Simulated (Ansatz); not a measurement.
# CoO (CsCl type): one cell, many starting occupations (series 2)

Aim: start the open shells of CoO (CsCl type) from different occupation matrices at one fixed cell, and see in which states the SCF ends. Cell and atoms stay fixed. This structure was made by substitution into a known type, so it needn't be the compound's stable form.

Program: Ansatz 0.2.0. Level of theory: DFT PBE+U (U = 4 eV, J = 0.7 eV on Co d), plane waves, PAW. These are calculated values, not measurements.

## 1. Starting point

Symmetry: Pm-3m, No. 221, cubic system. The conventional cell has a = 2.571 Å, b = 2.571 Å, c = 2.571 Å, α = 90.00°, β = 90.00°, γ = 90.00°. Around Co (site symmetry m-3m) lie 8 O at 2.23 Å. O (site symmetry m-3m) is surrounded by 8 Co at 2.23 Å.

Structure file:

```xyz
2
Lattice="2.5705 0.0000 0.0000 0.0000 2.5705 0.0000 0.0000 0.0000 2.5705" Properties=species:S:1:pos:R:3 pbc="T T T"
Co    0.0000    0.0000    0.0000
O     1.2853    1.2853    1.2853
```

Magnetic order typed: ferromagnetic.

The runs: random orbitals: single harmonics, second filling; random orbitals: fully mixed, first filling; random orbitals: single harmonics, first filling; random orbitals: fully mixed, one electron more; random orbitals: drawn by pairs, second filling.

An earlier series on this cell reached its lowest free state from «from atoms, default search», perhaps among other starts.

## 2. Random orbitals: single harmonics, second filling

The input, input.yaml:

```yaml
crystal:
  lattice:
    - [2.57052631, 0.0, 0.0]
    - [0.0, 2.57052631, 0.0]
    - [0.0, 0.0, 2.57052631]
  atoms:
    - { symbol: Co, position: [0.0, 0.0, 0.0], spin: 1.0 }
    - { symbol: O, position: [0.5, 0.5, 0.5] }
basis:
  ecutwfc: 420
  ecutrho_ratio: 4
kpoints:
  mp_grid: { grid: [7, 7, 7] }
hamiltonian:
  xc: pbe
  hubbard:
    sites:
      - { site: 0, l: d, u: 4.0, j: 0.7, starting_ns: [{ spin: up, occupation_matrix: s0up }, { spin: down, occupation_matrix: s0down }] }
    occupation_matrices:
      s0up:
        matrix:
          - [0.97, 0.0, 0.0, 0.0, 0.0]
          - [0.0, 0.97, 0.0, 0.0, 0.0]
          - [0.0, 0.0, 0.02, 0.0, 0.0]
          - [0.0, 0.0, 0.0, 0.97, 0.0]
          - [0.0, 0.0, 0.0, 0.0, 0.97]
      s0down:
        matrix:
          - [0.97, 0.0, 0.0, 0.0, 0.0]
          - [0.0, 0.97, 0.0, 0.0, 0.0]
          - [0.0, 0.0, 0.02, 0.0, 0.0]
          - [0.0, 0.0, 0.0, 0.02, 0.0]
          - [0.0, 0.0, 0.0, 0.0, 0.97]
    ns_hold: { iters: 12 }
scf:
  occupations: { method: gaussian, width: 0.05 }
  lower_state_search: "off"
  max_iter: 150
output:
  forces: true
  stress: true
  eigenvalues: true
  populations: true
  hubbard: { sites: [{ site: 0, l: d }] }
magnetization:
  spin_polarized: true
```

The typed matrices put 0.97 on the chosen orbitals and 0.02 on the others, and are held for 12 cycles.

On the command line:

```bash
ansatz run input.yaml --threads 2 --pin off --max-ram 3072MiB --backend cpu --events-out ev --progress --plain --runs-dir out
```

The log of the run, cut to the lines that bear on the results:

```text
Warning: crystal.symmetry: narrowed to the stabiliser of the occupation matrices — unitary ops 48 → 8; lowered by the specified shell (site 0, l: d); largest admitted image defect 4.4e-16, smallest excluded 7.1e-1 — at a splitting's scale: the group the occupation matrices' own texture admits
Warning: RAYON_NUM_THREADS=2 ignored (pool sized by the plan → 2); use --threads N
Co: projections on atomic orbitals take those of the free atom [Ne] 3s2 3p6 3d7 4s2, of charge +0.00 (hamiltonian.pseudopotentials.projection_atoms); the dataset's partial waves leave at most 1.4e-6 of an orbital's norm unspanned inside its sphere
O: projections on atomic orbitals take those of the free atom [He] 2s2 2p4, of charge +0.00 (hamiltonian.pseudopotentials.projection_atoms); the dataset's partial waves leave at most 1.9e-8 of an orbital's norm unspanned inside its sphere
[...]
Pseudopotentials: kind: paw
Pseudopotential: Co, paw, valence charge 17, recommended cutoff 420 eV (normal), Co.paw.azcp
Pseudopotential: O, paw, valence charge 6, recommended cutoff 420 eV (normal), O.paw.azcp
Functional definition: PBE
[...]
Crystal: 2 atoms, lattice volume = 16.985 Å³
Basis set: ecut = 420 eV, 341 PW (Γ), exchange–correlation on 36×36×36 points (8 copies of the dense FFT grid, shifted against one another)
Bands: 16, of which v1, the nominal top of the filled ones, is band 12 counted from 1 (11 counted from 0)
Symmetry: 8 space group operations
k-points: 64 of 343
[...]
Starting moments: Σ|m| = 1 μB on 1 of 2 sites
[...]
SCF iter   1: F=—  HF=-5692.360710 eV  |F-HF|=—  |Δ(HF+E_count)|=         —  Δρ=3.36e-1 (↑2.60e-1 ↓3.36e-1)  dr2=5.10e1  dr2_m=3.23e-1  M=0.631 μB ∫|m|=0.632 μB  β_m=0.30  ethr=3.10e-3  ⟨swp⟩=4.9  Hψ=9029  notcnv=0
[...]
WARN: hamiltonian.hubbard: on 2 of 2 specified blocks the occupation matrix of this SCF's result fails the test of the specified filling. At site 0 ↑ (sites count from 0 in the list of atoms of the cell that this SCF solves) the least filled combination of the orbitals specified full has [...]
  electrons in the specified blocks: 6.8500 specified, 7.3245 found
  site 0 (l=d) ↑: largest change of an orbital's occupation 0.9778; electrons 3.9000 specified, 4.9792 found; spectral distance 0.9734
  site 0 (l=d) ↓: largest change of an orbital's occupation 0.8335; electrons 2.9500 specified, 2.3453 found; spectral distance 0.8234
--- Forces (eV/Å), atoms counted from 1 ---
  atom   1  Co    -0.00000000     0.00000000     0.00000000
  atom   2  O      0.00000000     0.00000000     0.00000000
[...]
--- Stress (GPa, compression-positive) ---
       29.178269       0.000000       0.000000
        0.000000      29.177754       0.000000
        0.000000       0.000000      37.243681
  P = ⅓ Tr σ = 31.8666 GPa (318.666 kbar)
--- Band table (eV; the first three rows and the last of 128) ---
  k-point 0 ↑: bands = ["-81.0357", "-44.3239", "-44.2263", "-44.2262", "-4.1800", "9.2173", "10.5055", "11.3906", "11.3907", "12.9537", "13.7552", "13.7552", "13.8287", "17.2643", "31.6526", "32.0594"]
[...]
Occupation matrices written to <dir>
--- Löwdin populations: 2 sites ---
  site symbol       q [e]    m [muB]
     0     Co     15.8507     2.6264
     1      O      7.0116     0.3715
  spilling = 0.005985 (of n_electrons = 23.000000)
--- Occupation matrices: 1 shell (run DFT+U table (all-electron-ortho-atomic); ε = 2.00e-2, under-converged) ---
  Co0 d_3D: site group Oh (m-3m)
  Co0 d_3D up     Tr n = 4.9792  λ = 0.992 0.995 0.997 0.998 0.998  [5× z2 0.20 (T2g 0.60) T2g(0.60)]
  Co0 d_3D dn     Tr n = 2.3453  λ = 0.136 0.136 0.164 0.947 0.962  [2× xz 0.50 (T2g 1.00) T2g(1.00) | x2-y2 1.00 (Eg 1.00) Eg(1.00) | 2× z2 0.50 (Eg 0.50) Eg(0.50)]
  specified occupation → Co0 d_3D up: matrix, ‖Δ‖_F = 0.9791, Tr Δ = -1.0792, displaced = 0.5396, d_λ = 0.9734; orbital distance = 0.8944
  specified occupation → Co0 d_3D dn: matrix, ‖Δ‖_F = 0.8541, Tr Δ = +0.6047, displaced = 0.5624, d_λ = 0.8234; orbital distance = 1.4142
  Tr n, λ and their labels are of the run-group-symmetrised matrices; stabiliser: 16 of 96 elements of G0×{1,Θ} (closed), max defect 4.1e-5 at τ = 1.3e-2
```

Wall time 5.8 s (2 threads of Arm Neoverse V1, shared host); peak memory 0.3 GiB.

End state: no gap, pressure 31.9 GPa, moments in spheres Co 2.56; O 0.32 μB, largest force component 0.00 eV/Å, 8 symmetry operations imposed. The program reports that the typed filling wasn't kept.

How the shells are filled (orbitals counted by the eigenvalues of the occupation matrices):

| shell | channel | electrons | over 0.8 | 0.2 to 0.8 | under 0.2 |
| --- | --- | --- | --- | --- | --- |
| Co 3d (atom 1) | up | 4.98 | 5 | 0 | 0 |
| Co 3d (atom 1) | down | 2.35 | 2 | 0 | 3 |

## 3. Random orbitals: fully mixed, first filling

input.yaml, as its differences from that of step 2:

```diff
@@ -6,3 +6,3 @@
   atoms:
-    - { symbol: Co, position: [0.0, 0.0, 0.0], spin: 1.0 }
+    - { symbol: Co, position: [0.0, 0.0, 0.0], spin: 3.0 }
     - { symbol: O, position: [0.5, 0.5, 0.5] }
@@ -23,3 +23,3 @@
           - [0.0, 0.97, 0.0, 0.0, 0.0]
-          - [0.0, 0.0, 0.02, 0.0, 0.0]
+          - [0.0, 0.0, 0.97, 0.0, 0.0]
           - [0.0, 0.0, 0.0, 0.97, 0.0]
@@ -28,7 +28,7 @@
         matrix:
-          - [0.97, 0.0, 0.0, 0.0, 0.0]
-          - [0.0, 0.97, 0.0, 0.0, 0.0]
-          - [0.0, 0.0, 0.02, 0.0, 0.0]
-          - [0.0, 0.0, 0.0, 0.02, 0.0]
-          - [0.0, 0.0, 0.0, 0.0, 0.97]
+          - [0.82582, 0.06993, 0.14039, 0.23715, -0.18799]
+          - [0.06993, 0.09591, -0.08288, -0.09869, -0.21179]
+          - [0.14039, -0.08288, 0.17384, 0.20365, 0.2333]
+          - [0.23715, -0.09869, 0.20365, 0.29347, 0.27849]
+          - [-0.18799, -0.21179, 0.2333, 0.27849, 0.61095]
     ns_hold: { iters: 12 }
```

The typed matrices put 0.97 on the chosen orbitals and 0.02 on the others, and are held for 12 cycles.

On the command line:

```bash
ansatz run input.yaml --threads 2 --pin off --max-ram 3072MiB --backend cpu --events-out ev --progress --plain --runs-dir out
```

The log of the run:

```text
Warning: crystal.symmetry: narrowed to the stabiliser of the occupation matrices — unitary ops 48 → 2; lowered by the specified shell (site 0, l: d); largest admitted image defect 4.4e-16, smallest excluded 4.7e-1 — at a splitting's scale: the group the occupation matrices' own texture admits
Warning: RAYON_NUM_THREADS=2 ignored (pool sized by the plan → 2); use --threads N
Co: projections on atomic orbitals take those of the free atom [Ne] 3s2 3p6 3d7 4s2, of charge +0.00 (hamiltonian.pseudopotentials.projection_atoms); the dataset's partial waves leave at most 1.4e-6 of an orbital's norm unspanned inside its sphere
O: projections on atomic orbitals take those of the free atom [He] 2s2 2p4, of charge +0.00 (hamiltonian.pseudopotentials.projection_atoms); the dataset's partial waves leave at most 1.9e-8 of an orbital's norm unspanned inside its sphere
Engine: ansatz 0.2.0, aarch64-unknown-linux-gnu
[... 4 set-up lines as earlier in the session ...]
  parameter kappa = 0.804
  parameter beta = 0.06672455060314922
  exchange = pbe_x(kappa = kappa, mu = beta*pi^2/3)
  correlation = pbe_c(beta = beta)
Crystal: 2 atoms, lattice volume = 16.985 Å³
Basis set: ecut = 420 eV, 341 PW (Γ), exchange–correlation on 36×36×36 points (8 copies of the dense FFT grid, shifted against one another)
Bands: 17, of which v1, the nominal top of the filled ones, is band 12 counted from 1 (11 counted from 0)
Symmetry: 2 space group operations
k-points: 172 of 343
Non-local potential: Co, projectors of the file, l = 0: 3, l = 1: 2, l = 2: 3, l = 3: 1
Non-local potential: O, projectors of the file, l = 0: 2, l = 1: 2, l = 2: 1
PAW form: soft (Blöchl's): semilocal exchange-correlation on the pseudo side does not see the compensation charge
PAW one-centre angular grid: Co, 590 points (default); XC on 64 Gauss nodes
PAW one-centre angular grid: O, 110 points (default); XC on 64 Gauss nodes
Initial density: superposition of atomic densities (chi_scale 0.1, normalization cell, long waves kept (reshape's long-wave potential 0.00 eV rms))
Starting moments: Σ|m| = 3 μB on 1 of 2 sites
Initial wavefunctions: pseudopotential atomic-orbital guess
Functional: x = pbe(κ = 0.804, μ = 0.2195149727645171), c = pbe(β = 0.06672455060314922)
SCF iter   1: F=—  HF=-5691.252771 eV  |F-HF|=—  |Δ(HF+E_count)|=         —  Δρ=3.39e-1 (↑1.23e-1 ↓3.39e-1)  dr2=2.62e1  dr2_m=2.85e0  M=1.567 μB ∫|m|=1.574 μB  β_m=0.30  ethr=3.10e-3  ⟨swp⟩=5.2  Hψ=25361  notcnv=0
preconditioner: auto → none  [metal: Δε(μ)=0.008 eV  Ē_g=15.853 eV  σ=0.050 eV  W_gap=0.09  n_scr=6 (ndim 8)  ℏωp=34.9 eV  f_vac=0.000  D(μ)=2.12/eV (n_scr^D=26)  sad-step TF]
SCF iter   2: F=—  HF=-5689.816336 eV  |F-HF|=—  |Δ(HF+E_count)|=    1.44e0  Δρ=1.36e-1 (↑6.53e-2 ↓1.36e-1)  dr2=1.99e0  dr2_m=7.25e-1  M=3.000 μB ∫|m|=3.001 μB  β_m=1.00  ethr=3.10e-3  ⟨swp⟩=3.0  Hψ=15524  notcnv=0  defer=328
SCF iter   3: F=—  HF=-5689.601705 eV  |F-HF|=—  |Δ(HF+E_count)|=   2.15e-1  Δρ=5.03e-2 (↑5.03e-2 ↓4.43e-2)  dr2=5.35e-1  dr2_m=6.92e-3  M=3.000 μB ∫|m|=3.003 μB  β_m=0.30  ethr=3.10e-3  ⟨swp⟩=3.0  Hψ=13927  notcnv=0  defer=310
SCF iter   4: F=—  HF=-5689.757734 eV  |F-HF|=—  |Δ(HF+E_count)|=   1.56e-1  Δρ=2.22e-2 (↑1.33e-2 ↓2.22e-2)  dr2=4.83e-2  dr2_m=2.15e-2  M=3.000 μB ∫|m|=3.003 μB  β_m=0.30  ethr=2.33e-3  ⟨swp⟩=2.3  Hψ=10778  notcnv=0  defer=300
Mixer restart at iter 4: flushing history
spin-set hold released at iteration 4 (site moments contracting): the magnetisation degrees of freedom join the quasi-Newton model from the next iteration; the mixer history was flushed
SCF iter   5: F=—  HF=-5689.848521 eV  |F-HF|=—  |Δ(HF+E_count)|=   9.08e-2  Δρ=1.25e-2 (↑1.25e-2 ↓1.07e-2)  dr2=2.67e-2  dr2_m=5.50e-3  M=3.000 μB ∫|m|=3.004 μB  β_m=0.46  ethr=2.10e-4  ⟨swp⟩=3.0  Hψ=11662  notcnv=0  defer=284
SCF iter   6: F=—  HF=-5689.918948 eV  |F-HF|=—  |Δ(HF+E_count)|=   7.04e-2  Δρ=1.07e-2 (↑5.23e-3 ↓1.07e-2)  dr2=1.19e-2  dr2_m=5.07e-3  M=3.000 μB ∫|m|=3.004 μB  β_m=0.59  ethr=1.16e-4  ⟨swp⟩=2.3  Hψ=11109  notcnv=0  defer=284
SCF iter   7: F=—  HF=-5689.948237 eV  |F-HF|=—  |Δ(HF+E_count)|=   2.93e-2  Δρ=1.42e-3 (↑7.86e-4 ↓1.42e-3)  dr2=1.56e-4  dr2_m=1.34e-4  M=3.000 μB ∫|m|=3.005 μB  β_m=0.68  ethr=5.19e-5  ⟨swp⟩=2.0  Hψ=12188  notcnv=0  defer=284
SCF iter   8: F=—  HF=-5689.948298 eV  |F-HF|=—  |Δ(HF+E_count)|=   6.11e-5  Δρ=7.33e-4 (↑7.33e-4 ↓5.15e-4)  dr2=6.71e-5  dr2_m=2.80e-5  M=3.000 μB ∫|m|=3.005 μB  β_m=0.65  ethr=6.77e-7  ⟨swp⟩=2.0  Hψ=9689  notcnv=0  defer=284
SCF iter   9: F=—  HF=-5689.948286 eV  |F-HF|=—  |Δ(HF+E_count)|=   1.19e-5  Δρ=1.54e-4 (↑1.10e-4 ↓1.54e-4)  dr2=5.07e-7  dr2_m=2.49e-6  M=3.000 μB ∫|m|=3.005 μB  β_m=0.74  ethr=2.92e-7  ⟨swp⟩=2.3  Hψ=9135  notcnv=0  defer=284
[... 19 lines left out ...]
SCF iter  28: F=—  HF=-5690.737494 eV  |F-HF|=—  |Δ(HF+E_count)|=   3.44e-2  Δρ=8.83e-3 (↑6.20e-4 ↓8.83e-3)  dr2=4.71e-3  dr2_m=2.89e-3  M=3.000 μB ∫|m|=3.010 μB  β_m=0.49  ethr=1.00e-12  ⟨swp⟩=6.1  Hψ=26864  notcnv=0  defer=293
SCF iter  29: F=—  HF=-5690.748976 eV  |F-HF|=—  |Δ(HF+E_count)|=   1.15e-2  Δρ=8.68e-3 (↑6.01e-4 ↓8.68e-3)  dr2=2.37e-3  dr2_m=3.00e-3  M=3.000 μB ∫|m|=3.010 μB  β_m=0.86  ethr=1.00e-12  ⟨swp⟩=6.1  Hψ=27836  notcnv=0  defer=293
SCF iter  30: F=—  HF=-5690.759656 eV  |F-HF|=—  |Δ(HF+E_count)|=   1.07e-2  Δρ=3.02e-3 (↑8.07e-4 ↓3.02e-3)  dr2=4.91e-4  dr2_m=3.86e-4  M=3.000 μB ∫|m|=3.010 μB  β_m=0.93  ethr=1.00e-12  ⟨swp⟩=6.6  Hψ=27867  notcnv=0  defer=293
SCF iter  31: F=—  HF=-5690.769122 eV  |F-HF|=—  |Δ(HF+E_count)|=   9.47e-3  Δρ=1.61e-3 (↑1.62e-4 ↓1.61e-3)  dr2=7.20e-5  dr2_m=1.03e-4  M=3.000 μB ∫|m|=3.010 μB  β_m=0.96  ethr=1.00e-12  ⟨swp⟩=6.0  Hψ=27873  notcnv=0  defer=289
SCF iter  32: F=—  HF=-5690.768724 eV  |F-HF|=—  |Δ(HF+E_count)|=   3.98e-4  Δρ=9.67e-4 (↑3.79e-5 ↓9.67e-4)  dr2=2.37e-5  dr2_m=3.69e-5  M=3.000 μB ∫|m|=3.010 μB  β_m=0.98  ethr=1.00e-12  ⟨swp⟩=5.6  Hψ=21761  notcnv=0  defer=289
SCF iter  33: F=—  HF=-5690.770205 eV  |F-HF|=—  |Δ(HF+E_count)|=   1.48e-3  Δρ=5.13e-4 (↑1.76e-4 ↓5.13e-4)  dr2=1.60e-5  dr2_m=9.22e-6  M=3.000 μB ∫|m|=3.009 μB  β_m=0.99  ethr=1.00e-12  ⟨swp⟩=5.4  Hψ=21504  notcnv=0  defer=289
SCF iter  34: F=—  HF=-5690.770347 eV  |F-HF|=—  |Δ(HF+E_count)|=   1.41e-4  Δρ=3.36e-4 (↑6.45e-5 ↓3.36e-4)  dr2=4.74e-6  dr2_m=4.86e-6  M=3.000 μB ∫|m|=3.009 μB  β_m=1.00  ethr=1.00e-12  ⟨swp⟩=5.3  Hψ=19386  notcnv=0  defer=289
SCF iter  35: F=—  HF=-5690.770374 eV  |F-HF|=—  |Δ(HF+E_count)|=   2.72e-5  Δρ=1.54e-4 (↑7.78e-5 ↓1.54e-4)  dr2=2.24e-6  dr2_m=7.72e-7  M=3.000 μB ∫|m|=3.009 μB  β_m=1.00  ethr=1.00e-12  ⟨swp⟩=4.5  Hψ=17956  notcnv=0  defer=289
SCF iter  36: F=—  HF=-5690.770401 eV  |F-HF|=—  |Δ(HF+E_count)|=   2.74e-5  Δρ=9.78e-5 (↑2.48e-5 ↓9.78e-5)  dr2=4.89e-7  dr2_m=3.81e-7  M=3.000 μB ∫|m|=3.009 μB  β_m=1.00  ethr=1.00e-12  ⟨swp⟩=4.2  Hψ=17631  notcnv=0  defer=289
SCF iter  37: F=-5690.770405 eV  HF=-5690.770405 eV  |F-HF|=5.40e-8  |Δ(HF+E_count)|=   3.22e-6  Δρ=1.64e-5 (↑4.20e-6 ↓1.64e-5)  dr2=8.98e-9  dr2_m=1.21e-8  M=3.000 μB ∫|m|=3.009 μB  ethr=1.00e-12  ⟨swp⟩=3.4  Hψ=25689  notcnv=0
WARN: hamiltonian.hubbard: on 1 of 2 specified blocks the occupation matrix of this SCF's result fails the test of the specified filling. At site 0 ↓ (sites count from 0 in the list of atoms of the cell that this SCF solves) the least filled combination of the orbitals specified full has occupation 0.289, and the fullest combination of the orbitals specified empty has occupation 0.819; the filling counts as kept where the first is at least 0.75 and exceeds the second by more than 0.25. The state of this SCF's result may not hold the specified filling, though these bounds can also misjudge a state that does. This warning does not say which state is lower in energy, or whether the specified filling is a self-consistent state at all; see hamiltonian.hubbard.sites[].starting_ns, Limitations, and scf.initial_density.shell_occupations in the input reference
SCF 1 converged in 37 iterations: F = -5690.770405 eV  dr2 = 8.98e-9
SCF converged after 37 iterations
Magnetization: 3.0000 μB (13.0000 up, 10.0000 down)
Absolute magnetization: 3.0073 μB (∫|ρ↑−ρ↓|, with the PAW one-centre terms)
Spin contamination: 0.0027 ħ² per cell (⟨S²⟩ above its minimum at these occupations)
Per-site moments (μB) at R_I (Å): [(2.5885319104407882, 0.9182831977919625), (0.3010638778404626, 0.9182831977919625)]
Free energy (F): -5690.770405 eV
Harris-Foulkes:  -5690.770405 eV  (|F-HF|=5.40e-8)
Internal energy: -5690.770405 eV  (E = F + TS)
E sigma→0 (E₀):  -5690.770405 eV
Fermi energy:    16.493991 eV
--- Per-component energies (eV) ---
  E_band       = -266.848331
  E_kinetic    = 620.175578
  E_local      = -3189.495155  (includes V_loc(G=0)·N_el)
  E_nonlocal   = 514.365518
  E_hartree    = 1311.737498
  E_xc         = -229.927209
  E_vxc        = -295.565196  (∫ρ·V_xc dr)
  E_hubbard    = 0.345873  (on-site DFT+U / exact-exchange correction)
  E_vhub       = -11.381603  (the Hubbard potential's part of the band-sum identity)
  E_paw        = -1676.976298  (= ΣΔE_a)
  E_vpaw       = -528.423954  (= ΣTr[D̂ρ^β])
  E_aug_tail   = 0.002504  (compensation charges beyond the density's cutoff)
  E_ewald      = -3040.998713
  E_smearing   = -0.000000  (= −TS)
  E_closure    = 0.000000  (closes the sum)
  Σ components = -5690.770405   (vs F -5690.770405, Δ=0.00e0)
--- DFT+U+J on-site energies (Liechtenstein; fll double counting; per corrected site; eV) ---
  site 0 (l=d): U=4.0000  J=0.7000  Tr N=7.3170  E_int=84.761479  E_dc=84.415606  E_U=0.345873
--- Specified on-site occupations, and those of the state reported ---
  electrons in the specified blocks: 6.8500 specified, 7.3170 found
  site 0 (l=d) ↓: largest change of an orbital's occupation 0.8731; electrons 2.0000 specified, 2.3387 found; spectral distance 0.1795
  site 0 (l=d) ↑: largest change of an orbital's occupation 0.0278; electrons 4.8500 specified, 4.9783 found; spectral distance 0.0577
--- Forces (eV/Å), atoms counted from 1 ---
  atom   1  Co     0.00000000     0.00000000     0.00000000
  atom   2  O      0.00000000     0.00000000     0.00000000
  max |Σ_I F_I| component: 0.00e0 eV/Å
--- Stress (GPa, compression-positive) ---
       24.281895       0.000533       0.001032
        0.001326      24.282153      -0.000206
        0.000630       0.001626      24.279187
  P = ⅓ Tr σ = 24.2811 GPa (242.811 kbar)
--- Band table (eV; the first three rows and the last of 344) ---
  k-point 0 ↑: bands = ["-81.2170", "-44.4322", "-44.4321", "-44.4317", "-4.1565", "10.4606", "10.4608", "11.2378", "11.2379", "11.2381", "13.8047", "13.8047", "13.8047", "17.3140", "31.9807", "31.9808", "36.7458"]
  k-point 1 ↑: bands = ["-81.2148", "-44.4545", "-44.4302", "-44.4299", "-3.9216", "10.1878", "10.5280", "10.8511", "10.8512", "11.2525", "12.8938", "14.2723", "14.2724", "18.5796", "30.8597", "32.0813", "36.3267"]
  k-point 2 ↑: bands = ["-81.2102", "-44.5046", "-44.4259", "-44.4256", "-3.3296", "8.6649", "10.2262", "10.2263", "10.6822", "11.2857", "12.9464", "15.0987", "15.0987", "20.4486", "28.2962", "32.3677", "35.2139"]
  k-point 171 ↓: bands = ["-77.9844", "-41.3989", "-41.2877", "-41.2866", "-1.9587", "8.4329", "11.8591", "13.0827", "13.3813", "14.5275", "17.9481", "18.2562", "19.3480", "24.1118", "26.3096", "31.4175", "34.5769"]
Occupation matrices written to <dir>
--- Löwdin populations: 2 sites ---
  site symbol       q [e]    m [muB]
     0     Co     15.8426     2.6328
     1      O      7.0206     0.3628
  spilling = 0.005947 (of n_electrons = 23.000000)
--- Occupation matrices: 1 shell (run DFT+U table (all-electron-ortho-atomic); ε = 2.00e-2, under-converged) ---
  Co0 d_3D: site group Oh (m-3m)
  Co0 d_3D up     Tr n = 4.9783  λ = 0.992 0.992 0.998 0.998 0.998  [5× z2 0.20 (T2g 0.60) T2g(0.60)]
  Co0 d_3D dn     Tr n = 2.3387  λ = 0.123 0.123 0.123 0.985 0.985  [3× xz 0.33 (T2g 1.00) T2g(1.00) | 2× x2-y2 0.50 (Eg 1.00) Eg(1.00)]
  specified occupation → Co0 d_3D up: matrix, ‖Δ‖_F = 0.0577, Tr Δ = -0.1283, displaced = 0.0642, d_λ = 0.0577; orbital distance = 0.0000
  specified occupation → Co0 d_3D dn: matrix, ‖Δ‖_F = 1.2028, Tr Δ = -0.3387, displaced = 1.0853, d_λ = 0.1795; orbital distance = 1.3143
  Tr n, λ and their labels are of the run-group-symmetrised matrices; stabiliser: 48 of 96 elements of G0×{1,Θ} (closed), max defect 9.3e-4 at τ = 4.6e-3
```

Wall time 23 s (2 threads of Arm Neoverse V1, shared host); peak memory 0.38 GiB.

Result: a gap on the mesh of 1.64 eV, pressure 24.3 GPa, moments in spheres Co 2.59; O 0.30 μB, largest force component 0.00 eV/Å, 2 symmetry operations imposed. The program reports that the typed filling wasn't kept.

How the shells are filled (orbitals counted by the eigenvalues of the occupation matrices):

| shell | channel | electrons | over 0.8 | 0.2 to 0.8 | under 0.2 |
| --- | --- | --- | --- | --- | --- |
| Co 3d (atom 1) | up | 4.98 | 5 | 0 | 0 |
| Co 3d (atom 1) | down | 2.34 | 2 | 0 | 3 |

(Part 1 of 2 ends here.)
